A crystal of AlGaN2 is built from alternating layers of aluminium and gallium, each metal atom bonded to four nitrogen atoms. It is a model structure and need not be the phase that a reactor would deliver. The atoms stay in the same places in every row below, so the gap changes mainly because the electrons are treated differently. The k mesh and the plane-wave cutoff also differ between some rows. The band gap is the least energy between a filled and an empty level. The direct gap is the same quantity when both levels must share one wave vector.

Band gaps of AlGaN2 (space group P-4m2, 4 atoms per cell) from Ansatz 0.2.0 with plane waves and PAW, non-magnetic, at the fixed r2SCAN-relaxed geometry. The k mesh is 8×8×6 for LDA and r2SCAN, 6×6×4 for HSE06, PBE0 and Hartree-Fock, and 4×4×4 for HSE06+SOC (with spin-orbit coupling). The plane-wave cutoff is 500 eV for r2SCAN and 420 eV for the other levels named here.

```
level of theory  band gap (eV)  least direct gap (eV)
         r2SCAN          3.369                  3.369
          HSE06          4.164                  4.164
           PBE0          4.873                  4.873
            LDA          2.873                  2.873
      HSE06+SOC          4.168                  4.168
   Hartree-Fock         11.739                 11.892
        r2SCANh          4.100                  4.100
```

The levels of theory differ mainly in their use of exact exchange, the exchange energy computed from the orbitals themselves. By their usual definitions LDA and r2SCAN contain none, r2SCANh a tenth, HSE06 and PBE0 a quarter, and Hartree-Fock all of it. In HSE06 the quarter acts only between electrons that are close together.

(a) Why does exact exchange widen the gap? Estimate the PBE0 gap from the gaps of LDA and Hartree-Fock.

Solution. The hydrogen atom shows the cause in its simplest form. If its one electron is treated as a cloud of charge that repels every electron, it also repels itself. Exact exchange removes this false repulsion for the filled orbital. An empty orbital gets no such relief, and should get none, because an electron placed there would really be repelled by the first.

In the crystal, all filled orbitals together clear a region around each electron, the exchange hole, from which electrons of the same spin are kept away. Filled states gain the full benefit of this hole and empty states very little. The LDA potential cannot make that distinction: it depends only on the density at each point and so is the same for filled and empty states. Replacing part of it by exact exchange therefore lowers the filled states and raises the empty ones. The analogy ends at screening: once its electron is removed, hydrogen has none left to rearrange around the missing charge, whereas a crystal has many.

Let a be the fraction of exact exchange. If the orbitals did not change with a, every level would move along a straight line, and so would the direct gap E as long as the same two states form it:

E(a) = E(0) + a [E(1) − E(0)]

The two limits are a = 0, for which LDA stands in, and a = 1, for which Hartree-Fock stands in. Both gaps are inputs, while the PBE0 gap in the table is left out of the estimate and serves as a check:

E(0.25) = 2.873 + 0.25 × (11.892 − 2.873) = 5.128 eV

The calculation gives 4.873 eV. The line thus accounts for the size of the rise above LDA, which is 2.0 eV, but overshoots it by about an eighth.

Several things make the line inexact, though not all of them need push it upwards. PBE0 is built on PBE, not on LDA, and there is no PBE gap here to start from. The orbitals also adapt as a grows, and Hartree-Fock leaves out the correlation that PBE0 keeps. The table cannot separate these effects.

Hartree-Fock is an extreme for a physical reason. In a real crystal the other electrons shift to screen an added electron or a missing one, which makes both cheaper to create. Hartree-Fock omits this response, and its gaps of insulators are known to be far too large, while those of LDA are known to be too small. A fraction of exact exchange imitates the screening. No measured gap is given for this crystal, so the table does not tell which fraction suits it best.

(b) HSE06 and PBE0 both contain a quarter of exact exchange. Why do their gaps differ, and by how much should they?

Solution. HSE06 divides the repulsion 1/r between two electrons at distance r into a short-range and a long-range part. It keeps the quarter of exact exchange for the first and uses only the semilocal form of PBE for the second. A parameter ω sets the division. As ω goes to zero, HSE06 turns into PBE0; as ω becomes very large, no exact exchange is left. The actual case lies closer to the first limit, because the length 1/ω is about 4.8 Å, whereas the bonds are about 1.9 Å long.

The long-range part is erf(ωr)/r in atomic units. At distances much shorter than 1/ω it is almost constant:

erf(ωr)/r ≈ 2ω/√π = C

Suppose that the exchange hole fits within such distances. The hole lacks exactly one electron, so exact long-range exchange lowers each filled state by C. Empty states are orthogonal to the filled ones and do not move.

The semilocal form gives nearly the same total energy, −C/2 per electron, the half arising because each pair is counted once. As a potential, however, it lowers all states equally, by C/2. Going from HSE06 to PBE0 exchanges a quarter of the semilocal form for exact exchange:

shift of filled states = 0.25 × (−C + C/2) = −C/8
shift of empty states = 0.25 × (0 + C/2) = +C/8
change of gap = C/4

With the usual value of ω, about 0.11 per bohr,

C/4 = 0.25 × 2 × 0.11/√π ≈ 0.031 hartree ≈ 0.84 eV

The computed difference is 0.71 eV, at equal mesh and cutoff, although the long-range exact exchange in PBE0 is expected to converge more slowly with the mesh. No gap entered the estimate. It is expected to be too large, because a real hole has some extent and the long-range repulsion weakens towards its outskirts.

The band edges support the picture as well. From HSE06 to PBE0 the highest filled level falls by 0.38 eV and the lowest empty level rises by 0.33 eV, close to the equal sharing that the limit predicts. This division assumes that both calculations measure energies from the same zero; the change of the gap does not depend on it.

Distant exchange thus matters even though the hole is compact: without it, HSE06 loses about a third of the rise from LDA to PBE0. The estimate contains only ω and the fraction a, and no property of aluminium, gallium or nitrogen. For a neighbouring nitride with a similarly compact hole, theory therefore suggests a difference of similar size.

(c) Two rows look irregular. With only a tenth of exact exchange, r2SCANh almost reaches HSE06, and Hartree-Fock alone has a band gap smaller than its direct gap. What lies behind them?

Solution. The r2SCANh gap has a higher starting point. Already without exact exchange, r2SCAN gives a gap 0.50 eV wider than LDA. Its potential depends on the kinetic energy density of the electrons and can therefore act differently on different orbitals, which commonly widens gaps. The fraction of exact exchange predicts a gap only together with the functional to which it is added.

The line of part (a), now drawn from r2SCAN to Hartree-Fock, predicts a rise of 0.1 × (11.892 − 3.369) = 0.85 eV for r2SCANh. The computed rise is 0.73 eV. HSE06 starts from PBE, whose gap is not in the table but is expected to be lower than that of r2SCAN, and adds more exact exchange, but only at short range. As part (b) shows, the lack of the long-range share leaves its gap 0.71 eV below that of PBE0. HSE06 and r2SCANh thus end within 0.1 eV of each other. This agreement is a coincidence of two different routes. The mesh and cutoff of the r2SCANh calculation are not recorded here, so its small distance from HSE06 deserves no finer reading.

Hartree-Fock differs in where its lowest empty level lies. In LDA, r2SCAN, HSE06 and PBE0 both edges of the gap are at Γ, the point of zero wave vector. In Hartree-Fock the lowest empty level is at M, a point on the edge of the Brillouin zone, 0.15 eV below the lowest empty level at Γ. The order of the two levels has been reversed, so the change to Hartree-Fock, which brings in full exact exchange and drops correlation, must have raised the level at Γ relative to the one at M.

This reversal marks a limit of the simple picture, in which all empty states move alike. Exact exchange attracts an empty state a little, while the semilocal potential that it replaces attracts the state most where the electron density is high. How far an empty level rises is therefore expected to depend on where its orbital lies. The levels at Γ and M may differ in this respect, but their orbitals are not given, so this remains a guess. For this reason the estimates above use the direct gap, which is at Γ in Hartree-Fock too, although the outputs do not show whether the same two states form it there.

The row with spin-orbit coupling needs no explanation of its own. It agrees with HSE06 to 0.004 eV but uses a different mesh, so that difference cannot be read as the effect of the coupling. The output below applies the mixing line to every row and subtracts C/4 for HSE06. There HSE06 seems better described than PBE0 only because the subtraction, being too large, offsets part of the overshoot of the line.

Printed output of the fit:

```
Mixing model without fitted constants (LDA and r2SCAN and Hartree-Fock are inputs):
           row  exact exchange fraction  computed direct gap in eV  model gap in eV  model less computed in eV
        r2SCAN                        0                      3.369            3.369                          0
         HSE06                     0.25                      4.164            4.283                     0.1194
          PBE0                     0.25                      4.873            5.128                     0.2547
           LDA                        0                      2.873            2.873                          0
     HSE06+SOC                     0.25                      4.168            4.283                     0.1154
  Hartree-Fock                        1                      11.89            11.89                          0
       r2SCANh                      0.1                        4.1            4.221                     0.1213
r2SCAN gap less LDA gap (eV): 0.496
PBE0 gap less LDA gap (eV): 2
r2SCANh gap less r2SCAN gap (eV): 0.731
HSE06 gap less r2SCANh gap (eV): 0.064
Zero-exchange gap on the straight line through PBE0 and Hartree-Fock (eV): 2.533
PBE0 gap less HSE06 gap (eV): 0.709
Share of the PBE0 rise over LDA that is lost in HSE06 (percent): 35.45
Constant-kernel estimate of PBE0 less HSE06 (eV): 0.8444
Constant-kernel estimate of the shift of each edge (eV): 0.4222
Computed PBE0 less HSE06 as part of the estimate (percent): 83.97
Length 1/omega of the HSE06 screening (angstrom): 4.811
Valence edge in PBE0 less that in HSE06 (eV): -0.3773
Conduction edge in PBE0 less that in HSE06 (eV): 0.3316
Hartree-Fock direct gap less its indirect gap (eV): 0.153
HSE06 with spin-orbit less HSE06 on another mesh (eV): 0.004
```
